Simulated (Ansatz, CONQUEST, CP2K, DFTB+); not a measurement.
# DFTB+ runs on rutile SnO2, size series (48 atoms)

Aim: run rutile SnO2, size series (48 atoms) in DFTB+ and see how near its forces come to a plane-wave reference, and at what cost.

Program: DFTB+ 25.1. Level of theory: the method is named at each step. Results are calculated unless marked as measured.

### 1. The starting structure

The cell holds 48 atoms: 16 Sn and 32 O. Cell: a = 9.474 Å, b = 9.474 Å, c = 6.372 Å, α = 90.0°, β = 90.0°, γ = 90.0°. It derives from SnO2 (rutile), repeated 2×2×2. Rutile SnO2 (cell 4.737, 4.737, 3.186, 90, 90, 90), 2 x 2 x 2 conventional cells; ideal positions. Then every atom was moved at random, 0.02 Å r.m.s. a Cartesian component.

Coordinates:

```xyz
48
Lattice="9.4740 0.0000 0.0000 0.0000 9.4740 0.0000 0.0000 0.0000 6.3720" Properties=species:S:1:pos:R:3 pbc="T T T"
Sn    0.0147    0.0010    0.0247
Sn    2.3504    2.3505    1.5713
O     1.4712    1.4326    6.3311
O     3.2694    3.2708    0.0019
O     0.9260    3.8125    1.5962
O     3.8301    0.9226    1.5806
Sn    0.0377    9.4526    3.1891
Sn    2.3758    2.3722    4.7691
O     1.4565    1.4567    3.2006
O     3.3048    3.2936    3.1797
O     0.9336    3.7999    4.7765
O     3.8108    0.9271    4.7684
Sn    0.0027    4.7259    6.3545
Sn    2.3944    7.1353    1.5883
O     1.4587    6.1702    0.0122
O     3.2807    7.9945    6.3717
O     0.9069    8.5248    1.5964
O     3.8437    5.6662    1.5859
Sn    9.4513    4.7431    3.1807
Sn    2.3589    7.0841    4.8066
O     1.4744    6.1751    3.2017
O     3.2835    7.9878    3.1804
O     0.9275    8.5531    4.7835
O     3.8340    5.6388    4.7698
Sn    4.7371    9.4481    6.3682
Sn    7.1258    2.3659    1.5864
O     6.1911    1.4399    0.0056
O     8.0096    3.3023    0.0082
O     5.6275    3.7762    1.5720
O     8.5669    0.8888    1.5900
Sn    4.7249    0.0101    3.1622
Sn    7.1100    2.3617    4.7965
O     6.2018    1.4878    3.1980
O     8.0034    3.2883    3.1671
O     5.6676    3.8183    4.8091
O     8.5592    0.9020    4.8137
Sn    4.7528    4.7376    6.3556
Sn    7.0890    7.1065    1.6235
O     6.2094    6.1894    0.0042
O     8.0390    8.0287    0.0092
O     5.6532    8.5651    1.5874
O     8.5708    5.6279    1.6162
Sn    4.7290    4.7347    3.1229
Sn    7.1161    7.1386    4.7657
O     6.1893    6.1960    3.2126
O     7.9937    7.9957    3.1599
O     5.6502    8.5869    4.7635
O     8.5624    5.6235    4.7665
```

The yardstick, on the same geometry:

```
method                                           : Kohn-Sham DFT, PBE, PAW, plane waves (Ansatz 0.2.0); cutoff 420 eV, Γ point, fermi-dirac smearing of 0.05 eV; PAW set soft_2
r.m.s. force component                           : 0.4482 eV/Å
longest force                                    : 1.769 eV/Å
pressure                                         : 11.61 GPa
gap (highest filled to lowest empty level) : 1.223 eV
SCF cycles                                       : 8
time                                             : 11 s on 4 threads of Intel Xeon Platinum 8259CL at 2.50GHz (Skylake/Cascade Lake), shared host
CPU time                                         : 26 s
```

### 2. GFN1-xTB

Method: GFN1-xTB tight binding, diagonalisation.

Input file dftb_in.hsd:

```
Geometry = GenFormat {
  <<< geo.gen
}
Driver = {}
Hamiltonian = xTB {
  Method = "GFN1-xTB"
  SccTolerance = 1e-06
  MaxSccIterations = 300
  Mixer = Broyden { MixingParameter = 0.2 }
  Filling = Fermi { Temperature [K] = 580 }
  KPointsAndWeights = { 0.0 0.0 0.0 1.0 }
}
Analysis {
  PrintForces = Yes
  MullikenAnalysis = Yes
}
ParserOptions { ParserVersion = 14 }
```

Input file geo.gen:

```
48 F
Sn O
1 1 0.00155 0.00011 0.00388
2 1 0.24809 0.24810 0.24659
3 2 0.15529 0.15121 0.99358
4 2 0.34509 0.34524 0.00030
5 2 0.09774 0.40242 0.25051
6 2 0.40428 0.09738 0.24805
7 1 0.00398 0.99774 0.50048
8 1 0.25077 0.25039 0.74845
9 2 0.15374 0.15376 0.50229
10 2 0.34883 0.34765 0.49901
11 2 0.09854 0.40109 0.74960
12 2 0.40224 0.09786 0.74834
13 1 0.00029 0.49883 0.99726
14 1 0.25273 0.75315 0.24926
15 2 0.15397 0.65128 0.00191
16 2 0.34628 0.84384 0.99995
17 2 0.09572 0.89981 0.25053
18 2 0.40571 0.59808 0.24888
19 1 0.99760 0.50064 0.49917
20 1 0.24899 0.74774 0.75433
21 2 0.15563 0.65179 0.50247
22 2 0.34658 0.84313 0.49912
23 2 0.09790 0.90280 0.75070
24 2 0.40469 0.59519 0.74855
25 1 0.50001 0.99727 0.99940
26 1 0.75214 0.24973 0.24896
27 2 0.65348 0.15198 0.00088
28 2 0.84543 0.34856 0.00129
29 2 0.59399 0.39859 0.24670
30 2 0.90425 0.09381 0.24953
31 1 0.49872 0.00107 0.49626
32 1 0.75047 0.24928 0.75274
33 2 0.65461 0.15704 0.50188
34 2 0.84478 0.34709 0.49704
35 2 0.59823 0.40303 0.75472
36 2 0.90344 0.09521 0.75544
37 1 0.50167 0.50006 0.99742
38 1 0.74826 0.75011 0.25478
39 2 0.65541 0.65330 0.00066
40 2 0.84853 0.84745 0.00144
41 2 0.59671 0.90406 0.24912
42 2 0.90467 0.59404 0.25364
43 1 0.49916 0.49976 0.49009
44 1 0.75112 0.75349 0.74791
45 2 0.65329 0.65400 0.50418
46 2 0.84375 0.84396 0.49590
47 2 0.59639 0.90636 0.74757
48 2 0.90378 0.59357 0.74804
0.0 0.0 0.0
9.47400 0.00000 0.00000
0.00000 9.47400 0.00000
0.00000 0.00000 6.37200
```

Launch:

```
OMP_NUM_THREADS=1 dftb+ > output.txt
```

The log of the run:

```text
Reading input file 'dftb_in.hsd'
Parser version: 14
--------------------------------------------------------------------------------
Processed input in HSD format written to 'dftb_pin.hsd'
Starting initialization...
--------------------------------------------------------------------------------
WARNING!
-> Dipole printed for extended system : value printed is not well defined
Mode:                        Static calculation
Self consistent charges:     Yes
SCC-tolerance:                 0.100000E-05
Max. scc iterations:                    300
Shell resolved Hubbard:      Yes
Spin polarisation:           No
Nr. of up electrons:           128.000000
Nr. of down electrons:         128.000000
Periodic boundaries:         Yes
Electronic solver:           Relatively robust
Mixer:                       Broyden mixer
Mixing parameter:                  0.200000
Nr. of chrg. vec. in memory:            300
Max. SCC-cycles:                        300
tblite library version:      0.3.0
-> parametrization:          GFN1-xTB
-> repulsion:                Yes
-> dispersion:               Yes
-> halogen bonding:          Yes
-> electrostatics:           Yes
   -> isotropic:             Yes
   -> anisotropic:           No
   -> third-order:           Yes
Electronic temperature:              0.183675E-02 H      0.499806E-01 eV
Initial charges:             Set automatically (system chrg:   0.000E+00)
Included shells:            Sn:  s, p, d
                             O:  s, p
K-points and weights:           1:  0.000000  0.000000  0.000000     1.000000
K-points in absolute space:     1:  0.000000  0.000000  0.000000
Extra options:
                             Mulliken analysis
                             Force calculation
Force type                   original
--------------------------------------------------------------------------------
***  Geometry step: 0
 iSCC Total electronic   Diff electronic      SCC error
    1   -0.18972218E+03    0.00000000E+00    0.13241880E+01
    2   -0.19073299E+03   -0.18972218E+03    0.92615334E+00
    3   -0.19103597E+03   -0.10108125E+01    0.28716751E+00
    4   -0.19084249E+03   -0.30297452E+00    0.32296325E+00
    5   -0.19104285E+03    0.19348080E+00    0.30374209E+00
    6   -0.19111955E+03   -0.20036082E+00    0.17922958E+00
    7   -0.19114470E+03   -0.76696652E-01    0.10861621E+00
    8   -0.19116215E+03   -0.25151439E-01    0.37034921E-01
    9   -0.19116417E+03   -0.17455898E-01    0.13902202E-01
   10   -0.19116462E+03   -0.20148178E-02    0.46590968E-02
   11   -0.19116463E+03   -0.45138009E-03    0.69798357E-02
   12   -0.19116465E+03   -0.84582118E-05    0.39100364E-02
   13   -0.19116467E+03   -0.20087872E-04    0.20195625E-02
   14   -0.19116467E+03   -0.17864581E-04    0.65256729E-03
   15   -0.19116467E+03   -0.22258694E-05    0.31148419E-03
   16   -0.19116467E+03   -0.70962051E-06    0.93775600E-04
   17   -0.19116467E+03   -0.15299159E-06    0.48680150E-04
   18   -0.19116467E+03    0.21615449E-07    0.31828100E-04
   19   -0.19116467E+03   -0.13877241E-07    0.16001186E-04
>> Charges saved for restart in charges.bin
   20   -0.19116467E+03   -0.14135537E-08    0.93019459E-05
>> Charges saved for restart in charges.bin
   21   -0.19116467E+03   -0.30161118E-09    0.74919764E-06
Total Energy:                     -191.2830144201 H        -5205.0757 eV
Extrapolated to 0K:               -191.2866434009 H        -5205.1744 eV
Total Mermin free energy:         -191.2902723816 H        -5205.2732 eV
Force related energy:             -191.2902723816 H        -5205.2732 eV
Volume:                              0.385957E+04 au^3   0.571930E+03 A^3
Pressure:                           -0.174142E-03 au    -0.512343E+10 Pa
```

detailed.out:

```text
Fermi distribution function
Calculation with static geometry
********************************************************************************
 iSCC Total electronic   Diff electronic      SCC error
   21   -0.19116467E+03   -0.30161118E-09    0.74919764E-06
********************************************************************************
 Total charge:     0.00000000
 Atomic gross charges (e)
 Atom           Charge
    1       0.83380173
    2       0.82961247
    3      -0.41874990
    4      -0.41452933
    5      -0.41560732
    6      -0.41603608
    7       0.82760184
    8       0.83737142
    9      -0.41717319
   10      -0.41435250
   11      -0.41789679
   12      -0.41640336
[...]
44       0.83099087
   45      -0.41608675
   46      -0.41454274
   47      -0.41487273
   48      -0.41549645
Fermi level:                        -0.4463398896 H          -12.1455 eV
Band energy:                      -152.1475870425 H        -4140.1465 eV
TS:                                  0.0072579615 H            0.1975 eV
Band free energy (E-TS):          -152.1548450040 H        -4140.3440 eV
Extrapolated E(0K):               -152.1512160233 H        -4140.2452 eV
Input / Output electrons (q):    256.0000000000    256.0000000000
Energy H0:                        -191.9341021536 H        -5222.7927 eV
Energy SCC:                          0.7694339039 H           20.9374 eV
Total Electronic energy:          -191.1646682497 H        -5201.8553 eV
Repulsive energy:                    0.1387073571 H            3.7744 eV
Halogen correction energy:           0.0000000000 H            0.0000 eV
Total energy:                     -191.2830144201 H        -5205.0757 eV
Extrapolated to 0:                -191.2866434009 H        -5205.1744 eV
Total Mermin free energy:         -191.2902723816 H        -5205.2732 eV
Force related energy:             -191.2902723816 H        -5205.2732 eV
Non-constrained calculation
SCC converged
Total Forces
    1     -0.000109518021     -0.002231384004     -0.007052380743
    2      0.002736849802      0.002522778806      0.004689207838
    3     -0.011807604332     -0.012267241113      0.005897764381
    4      0.013702625049      0.013904265195     -0.001262358816
    5      0.007580394655     -0.009753410989     -0.001290732498
    6     -0.012751065391      0.010011930025     -0.001214859377
    7     -0.007308971510      0.000785307658      0.005068602022
    8      0.003177053830      0.002425155146     -0.002290868265
    9     -0.010314672669     -0.011425624009     -0.004427369432
   10      0.005049748759      0.005282861812     -0.001930454399
   11      0.005204671565     -0.007182424802     -0.001809939023
[...]
44      0.000563810956     -0.003410376892      0.012960096259
   45     -0.014243943903     -0.014605311080     -0.003036135962
   46      0.021489878678      0.020728825905      0.005427413157
   47      0.011835144591     -0.013088685497      0.000116212141
   48     -0.014722196222      0.016206620106      0.002513020590
Total stress tensor
     -0.000267976560     -0.000000960000      0.000003128752
     -0.000000960000     -0.000264340873      0.000001216551
      0.000003128752      0.000001216551      0.000009891322
Total lattice derivs
      0.057770167566      0.000206956083     -0.000674493868
      0.000206956083      0.056986389019     -0.000262263169
     -0.001002849169     -0.000389937423     -0.003170434266
Maximal derivative component:        0.214899E-01 au
Volume:                              0.385957E+04 au^3
Pressure:                           -0.174142E-03 au    -0.512343E+10 Pa
Warning: dipole moment is not defined absolutely!
Dipole moment:  -14.77423567    0.09340556   19.93656891 au
Dipole moment:  -37.55236439    0.23741327   50.67370773 Debye
```

The job ended after 9.5 s (1 thread of Intel Xeon Platinum 8259CL at 2.50GHz (Skylake/Cascade Lake), shared host; peak memory 0.2 GiB).

Banners, paths, timers and routine set-up lines are dropped from the logs unmarked, and long logs keep their key lines alone; longer cuts are marked.

Compared with the plane-wave run:

| Quantity | Value |
| --- | --- |
| r.m.s. force component | 0.4471 eV/Å |
| r.m.s. difference of force components | 265.1 meV/Å |
| longest difference of force vectors | 840.1 meV/Å |
| force difference over r.m.s. force | 59.16 % |
| slope of forces against the reference's | 0.8227 |
| correlation of force components | 0.8246 |
| pressure | -5.123 GPa |
| pressure difference | -16.73 GPa |

Length of the force difference by element (eV/Å):

| element | atoms | mean | most |
| --- | --- | --- | --- |
| O | 32 | 0.44 | 0.72 |
| Sn | 16 | 0.42 | 0.84 |

Local excerpt of 9 atoms (numbers count through the whole input) about Sn31, picked at random; x, y, z are measured from there.

```csv
atom,x,y,z,distance (Å),bonds,Mulliken charge (e),Fx,Fy,Fz (eV/Å)
Sn31,0.00,0.00,0.00,0.00,6,0.83,0.04,0.08,0.28
O6,-0.89,0.91,-1.58,2.03,3,-0.42,-0.66,0.51,-0.06
O41,0.93,-0.92,-1.57,2.05,3,-0.42,0.55,-0.61,0.02
O47,0.93,-0.90,1.60,2.06,3,-0.41,0.61,-0.67,0.01
O12,-0.91,0.92,1.61,2.06,3,-0.42,-0.38,0.31,0.03
O22,-1.44,-1.50,0.02,2.08,3,-0.42,0.72,0.83,0.17
O33,1.48,1.48,0.04,2.09,3,-0.41,-0.75,-0.83,-0.13
Sn25,0.01,-0.04,-3.17,3.17,6,0.83,-0.06,0.27,-0.25
Sn25,0.01,-0.04,3.21,3.21,6,0.83,-0.06,0.27,-0.25
```

Forces lie 59 % from the reference's, at 0.36 times its CPU time (on 1 against 4 cores).

### 3. Outcome

```json
{
 "force difference from the reference": "DFTB+ GFN1-xTB, 59 %",
 "its CPU time": "9.4 s"
}
```

In words: Tight binding differs by 59 % (DFTB+ GFN1-xTB); it is another model, with fitted parameters of its own, and the xTB methods hold dispersion. One electronic-structure run takes under half the reference's CPU time: DFTB+ GFN1-xTB, at 59 % in 9.4 s against 26 s; its pressure misses by -16.7 GPa. Periodic xTB results under one method name differ between programs and library versions (DFTB+ here holds tblite 0.3). The reference's stress is far from hydrostatic: its diagonal is 8.6, 8.6, 17.6 GPa, compression counted positive. The reference's pressure of 12 GPa says that the cell would expand at this level of theory. The electronic-structure runs sample only Γ, in a cell whose shortest periodic width is 6 Å.

[Also dropped from logs without a mark: logging warnings of Python, and SIESTA's first energy breakdown and zero terms.]

[Logs are printed without paths, hosts, clocks, repeated set-up lines and the standing remarks that a program may print on its own settings, such as how far it seeks lower states.]

[Hosts, paths, dates, database ids (printed as entryN), source tags and the programs' standing remarks are cut or masked in the printed files.]
